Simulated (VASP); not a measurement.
## How biaxial strain in the (110) plane changes GaP (F-43m)

How do the elastic response and the band edges of GaP follow biaxial strain in the (110) plane?

Main program and level: VASP 6.6.1; LDA; plane waves and PAW (Ga_d, P), in the first sound run; inputs show where later runs differ.

Most raw output is cut from this account.

## Step 1: The structure

The structure is cubic, space group F-43m (No. 216). Conventional cell: a = 5.451 Å, b = 5.451 Å, c = 5.451 Å, α = 90.00°, β = 90.00°, γ = 90.00°. Ga has 4 P at 2.36 Å nearest. Nearest to P lie 4 Ga at 2.36 Å. Farther neighbours are not listed.

## Step 2: Relax the crystal, LDA

The series starts from the cell that this level prefers, so that zero strain is near zero stress.

This step took 2 runs in a row; the last is shown.

Level: LDA; plane waves and PAW (Ga_d, P).

Contents of INCAR:

```
SYSTEM = GaP
PREC = Accurate
ENCUT = 450
EDIFF = 1E-07
NELM = 120
ISMEAR = 0
SIGMA = 0.02
LREAL = .FALSE.
ALGO = Normal
GGA = CA
NBANDS = 15
LASPH = .TRUE.
LORBIT = 11
LWAVE = .FALSE.
LCHARG = .FALSE.
KPAR = 12
IBRION = 2
NSW = 40
ISIF = 3
EDIFFG = -0.005
POTIM = 0.4
```

Contents of POSCAR:

```
GaP
1.0
    0.0000000000      2.6961434037      2.6961434037
    2.6961434037      0.0000000000      2.6961434037
    2.6961434037      2.6961434037      0.0000000000
Ga P
1 1
Direct
    0.0000000000      0.0000000000      0.0000000000
    0.2500000000      0.2500000000      0.2500000000
```

Contents of KPOINTS:

```
Automatic mesh
0
Gamma
10 10 10
0 0 0
```

Potentials, in the order of the species: Ga_d and P (LDA family, release 64).

Command:

```
mpirun -np 12 vasp_std
```

Wall time 3 s (12 MPI ranks of Intel Xeon 6975P-C (Granite Rapids), shared host); peak memory 1.8 GiB; 24 s of CPU time.

Numbers from this step:

```
energy(sigma→0) of the program : -10.4526 eV
stress, compression positive   : -0.01 along [110], -0.01 across it (mean), GPa
volume                         : 39.198 Å³
ionic steps                    : 1
```

## Step 3: Strain along the normal, LDA

One member in full: the plane is strained by 0.5 %, and the strain along the normal is moved by secant steps until the normal stress is under 0.012 GPa or five steps are spent; the atoms relax at each step.

This step took 2 runs, each at a new trial strain with the atoms of the one before; the last is shown.

Level: LDA; plane waves and PAW (Ga_d, P); cell typed or built by script.

Edit INCAR of step 2 so:

```diff
@@ -15,7 +15,7 @@
 LCHARG = .FALSE.
-KPAR = 12
-IBRION = 2
-NSW = 40
-ISIF = 3
-EDIFFG = -0.005
-POTIM = 0.4
+KPAR = 3
+IBRION = 1
+NSW = 25
+ISIF = 2
+EDIFFG = -0.004
+POTIM = 0.3
```

Contents of POSCAR:

```
GaP
1.0
   -0.0104322930      2.6991918270      2.7096241210
    2.6991918270     -0.0104322930      2.7096241210
    2.6887595340      2.6887595340      0.0000000000
Ga P
1 1
Direct
    0.9994421581      0.9994421581      0.0005578419
    0.2505578419      0.2505578419      0.2494421581
```

KPOINTS is that of step 2.

Command:

```
mpirun -np 3 vasp_std
```

The job ended after 13 s (3 MPI ranks; peak memory 0.56 GiB).

Read from the output:

| Quantity | Value |
| --- | --- |
| energy(sigma→0) of the program | -10.4516 eV |
| stress, compression positive | 0.00 along [110], -0.97 across it (mean), GPa |
| ionic steps | 1 |

## Step 4: Band edges, TB-mBJ with spin-orbit coupling

Short lines in KPOINTS_OPT sample the zone centre along and across the normal of the plane, for masses, and the other valleys.

Level: TB-mBJ, spin-orbit coupling; plane waves and PAW (Ga_d, P); cell typed or built by script.

TB-mBJ has no energy functional, so the total energy, stress and pressure in this output mean nothing.

Contents of INCAR:

```
SYSTEM = GaP
PREC = Accurate
ENCUT = 450
EDIFF = 1E-06
NELM = 150
ISMEAR = 0
SIGMA = 0.02
LREAL = .FALSE.
ALGO = Normal
METAGGA = MBJ
LASPH = .TRUE.
LNONCOLLINEAR = .TRUE.
MAGMOM = 0 0 0 0 0 0
NBANDS = 28
GGA_COMPAT = .FALSE.
LSORBIT = .TRUE.
LWAVE = .FALSE.
LCHARG = .FALSE.
KPAR = 3
```

POSCAR is that of step 3.

Contents of KPOINTS:

```
Automatic mesh
0
Gamma
8 8 8
0 0 0
```

Contents of KPOINTS_OPT:

```
Line mode
6
Line-mode
Reciprocal
  0.00000000   0.00000000   0.00000000
  0.01512959   0.01512959   0.03025918

  0.00000000   0.00000000   0.00000000
 -0.01524699   0.01524699   0.00000000

  0.31000000   0.31000000   0.00000000
  0.50000000   0.50000000   0.00000000

  0.00000000   0.31000000   0.31000000
  0.00000000   0.50000000   0.50000000

  0.45000000   0.45000000   0.45000000
  0.50000000   0.50000000   0.50000000

  0.45000000   0.00000000   0.00000000
  0.50000000   0.00000000   0.00000000

  0.42500000   0.42500000   0.00000000
  0.42491698   0.44647949   0.02139647

  0.50000000   0.50000000   0.50000000
  0.48475301   0.51524699   0.50000000
```

Command:

```
mpirun -np 3 vasp_ncl
```

Run time: 4.2 min. Hardware: 3 MPI ranks; peak memory 1.6 GiB; 13 min of CPU time.

## Step 5: Band edges, r2SCAN with spin-orbit coupling

Level: r2SCAN, spin-orbit coupling; plane waves and PAW (Ga_d, P); cell typed or built by script.

Edit INCAR of step 4 so:

```diff
@@ -4,3 +4,3 @@
 EDIFF = 1E-06
-NELM = 150
+NELM = 100
 ISMEAR = 0
@@ -9,3 +9,3 @@
 ALGO = Normal
-METAGGA = MBJ
+METAGGA = R2SCAN
 LASPH = .TRUE.
```

POSCAR is that of step 4.

KPOINTS is that of step 4.

KPOINTS_OPT is that of step 4.

Command:

```
mpirun -np 3 vasp_ncl
```

Wall time 6.5 min (3 MPI ranks); peak memory 1.6 GiB.

Read from the output:

| Quantity | Value |
| --- | --- |
| energy(sigma→0) of the program | -180.0908 eV |
| stress, compression positive | 2.73 along [110], 1.68 across it (mean), GPa |

The run ends at a pressure of 2.03 GPa, with forces up to 0.0029 eV/Å.

## Step 6: The table

Runs beyond LDA use the data sets made with LDA; this shifts their levels slightly, and their total energies have another zero (at TB-mBJ, which has no energy functional, they mean nothing).

The other members went through these steps as far as the tables show, with the same cutoff and, step by step, the same mesh; 41 runs are not shown. The session took 5.2 core hours (wall time by ranks) on a shared machine.

```csv
in-plane strain (%),strain along the normal (%),"mean of the two in-plane stresses, tension positive (GPa)",energy above the unstrained row (meV/atom),"gap on the mesh, LDA (eV)"
-2.000,1.200,-4.052,10.082,0.992
-1.500,0.886,-3.013,5.706,1.123
-1.000,0.577,-1.987,2.580,1.246
-0.500,0.280,-0.980,0.688,1.334
0,0.000,0.006,0.000,1.402
0.500,-0.274,0.970,0.526,1.363
1.000,-0.534,1.916,2.224,1.326
1.500,-0.773,2.843,5.067,1.292
2.000,-1.003,3.738,9.039,1.230
```

Slopes at zero strain, from cubics through all rows: strain ratio -0.556, stress over strain 195 GPa.

Band edges at TB-mBJ with spin-orbit coupling, counted from the valence-band top at Γ, spin-orbit pairs averaged, with one row partly withheld:

```csv
in-plane strain (%),gap (eV),conduction band at Γ (eV),Δ or X valley along z (eV),Δ or X valley along x (eV),"lowest conduction level at L, [111] (eV)","lowest conduction level at L, [-111] (eV)",second valence level below the top (eV),third valence level below the top (eV)
-2.000,1.912,3.240,1.912,2.169,2.807,2.445,0.074,0.305
-1.500,2.035,3.248,2.034,2.202,2.771,2.506,0.060,0.235
-1.000,2.143,3.242,2.141,2.233,2.733,2.562,0.047,0.170
-0.500,2.224,3.221,2.222,2.261,2.695,2.612,0.031,0.114
0,2.289,3.188,2.288,2.288,2.655,2.655,0.000,0.079
0.500,2.264,3.095,2.288,2.263,2.565,2.643,0.050,0.116
1.000,2.232,?,2.270,2.232,2.471,2.622,0.104,0.166
1.500,2.201,2.875,2.232,2.201,2.378,2.594,0.157,0.218
2.000,2.169,2.758,2.184,2.169,2.285,2.563,0.211,0.270
```

Conduction masses, in electron masses:

```csv
in-plane strain (%),"conduction mass at Γ, along the strain axis or the normal of the plane","L [111] mass, longitudinal","L [111] mass, transverse along [1-10]"
-2.000,0.141,1.877,0.168
-1.500,0.150,1.867,0.169
-1.000,0.159,1.834,0.168
-0.500,0.172,1.839,0.169
0,0.184,1.811,0.169
0.500,0.197,1.785,0.169
1.000,0.208,1.772,0.168
1.500,0.218,1.759,0.169
2.000,0.226,1.753,0.169
```

Band edges at r2SCAN with spin-orbit coupling, counted from the valence-band top at Γ, spin-orbit pairs averaged:

| in-plane strain (%) | gap (eV) | conduction band at Γ (eV) | Δ or X valley along z (eV) | Δ or X valley along x (eV) | lowest conduction level at L, [111] (eV) | lowest conduction level at L, [-111] (eV) | second valence level below the top (eV) | third valence level below the top (eV) |
| --- | --- | --- | --- | --- | --- | --- | --- | --- |
| -2.000 | 1.366 | 2.669 | 1.366 | 1.654 | 2.287 | 1.898 | 0.080 | 0.310 |
| -1.500 | 1.497 | 2.673 | 1.497 | 1.685 | 2.245 | 1.961 | 0.063 | 0.239 |
| -1.000 | 1.610 | 2.662 | 1.605 | 1.712 | 2.201 | 2.018 | 0.049 | 0.174 |
| -0.500 | 1.695 | 2.637 | 1.694 | 1.738 | 2.157 | 2.068 | 0.032 | 0.118 |
| 0 | 1.762 | 2.599 | 1.762 | 1.762 | 2.112 | 2.112 | 0.000 | 0.084 |
| 0.500 | 1.735 | 2.502 | 1.762 | 1.735 | 2.018 | 2.101 | 0.050 | 0.121 |
| 1.000 | 1.702 | 2.392 | 1.739 | 1.702 | 1.919 | 2.079 | 0.104 | 0.171 |
| 1.500 | 1.669 | 2.275 | 1.702 | 1.669 | 1.822 | 2.052 | 0.157 | 0.222 |
| 2.000 | 1.635 | 2.154 | 1.648 | 1.636 | 1.726 | 2.020 | 0.211 | 0.275 |

Conduction masses, in electron masses:

```csv
in-plane strain (%),"conduction mass at Γ, along the strain axis or the normal of the plane","L [111] mass, longitudinal","L [111] mass, transverse along [1-10]"
-2.000,0.113,1.831,0.143
-1.500,0.120,1.829,0.143
-1.000,0.127,1.803,0.142
-0.500,0.136,1.802,0.142
0,0.144,1.763,0.141
0.500,0.151,1.741,0.141
1.000,0.159,1.744,0.140
1.500,0.164,1.735,0.140
2.000,0.168,1.708,0.139
```

## Step 7: Fit and prediction

The quantity to fit is the conduction level at Γ above the mean of the three top valence levels at TB-mBJ with spin-orbit coupling: 3.366, 3.346, 3.314, 3.270, 3.214, 3.150, 3.000, 2.918 eV in the rows shown.

Fitting a parabola to the 8 known rows (e: strain in %) gives E = − 0.01820 e² − 0.1137 e + 3.215 in eV; the residuals are 0.0028 eV r.m.s.

At e = 1 this predicts 3.0830 eV.

## Step 8: Prediction against calculation

The calculation gives 3.0784 eV, so the prediction is 0.0046 eV too high, within twice the residual of the fit.

## Step 9: What came out

- ratio of normal to in-plane strain: -0.556
- biaxial modulus: 195 GPa
- gap of the unstrained cell, TB-mBJ with spin-orbit coupling: 2.29 eV
- gap of the unstrained cell, r2SCAN with spin-orbit coupling: 1.76 eV
- slope at zero strain of the conduction level at Γ above the mean of the three top valence levels, TB-mBJ with spin-orbit coupling: -114 meV per %
- error of the predicted row: 4.6 meV

As a check, the curvature of the energy gives 196 GPa for the same modulus (energy per volume = M × strain²), 0 % from the slope of the stress. At TB-mBJ with spin-orbit coupling the lowest conduction valley is Δ or X throughout, and the gap runs between 1.91 and 2.29 eV. At r2SCAN with spin-orbit coupling the lowest conduction valley is Δ or X throughout, and the gap runs between 1.37 and 1.76 eV. Hole masses are left out throughout, since the top bands are degenerate or cross in many series; of conduction masses, those of the Γ, L and (for Si and Ge under (001) strain) Δ valleys are kept where they change by under an eighth between rows. TB-mBJ is a potential fitted for gaps; it has no energy functional, so its total energies and forces mean nothing, and its bands tend to come out too narrow. r2SCAN opens gaps somewhat over GGA but leaves them below measured values as a rule. Δ or X levels are the lowest on their line, refined by a parabola unless they lie at X; the gap is read from all points sampled and can differ from the lowest valley by some meV, or by tens of meV where strain moves the valence top off Γ. Temperature, zero-point motion and excitons are left out.

[Lines on the potential files, build, host, timing and source positions are cut from VASP's logs without a mark.]

[Logs are printed without paths, hosts, clocks, repeated set-up lines and the standing remarks that a program may print on its own settings, such as how far it seeks lower states.]

[Hosts, paths, dates, database ids (printed as entryN), source tags and the programs' standing remarks are cut or masked in the printed files.]

[In band tables of VASP the shares of atoms and orbitals are scaled to a sum of 1 inside the atoms' spheres.]
